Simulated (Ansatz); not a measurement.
Moving the functional in LiCl

```yaml
crystal:
  lattice:
    - [0.00000, 2.56477, 2.56477]
    - [2.56477, 0.00000, 2.56477]
    - [2.56477, 2.56477, 0.00000]
  atoms:
    - { symbol: Cl, position: [0.50000, 0.50000, 0.50000] }
    - { symbol: Li, position: [0.00000, 0.00000, 0.00000] }
```

Kept alike: task single point; k mesh 6 × 6 × 6; occupations fermi-dirac, width 0.05 eV; no spin polarisation. Program: Ansatz, PAW datasets made for the crystal. Cutoffs run from 200 to 220 eV. The mesh is that of the run's cell of 2 atoms. No spin-orbit coupling.

| functional | band gap (eV) | pressure (GPa) |
| --- | --- | --- |
| HSE06 | 7.721 | -0.27 |
| PBE | 6.326 | 0.40 |
| PBE0 | 8.440 | -0.37 |

Pressure is positive in compression, with a Pulay correction for the finite cutoff. A gap read on the mesh alone can miss an edge between its points.

The band gap runs from 6.326 (PBE) to 8.440 eV (PBE0). From PBE: HSE06 +1.395; PBE0 +2.114. The pressure runs from -0.37 (PBE0) to 0.40 GPa (PBE). From PBE: HSE06 -0.67; PBE0 -0.77.
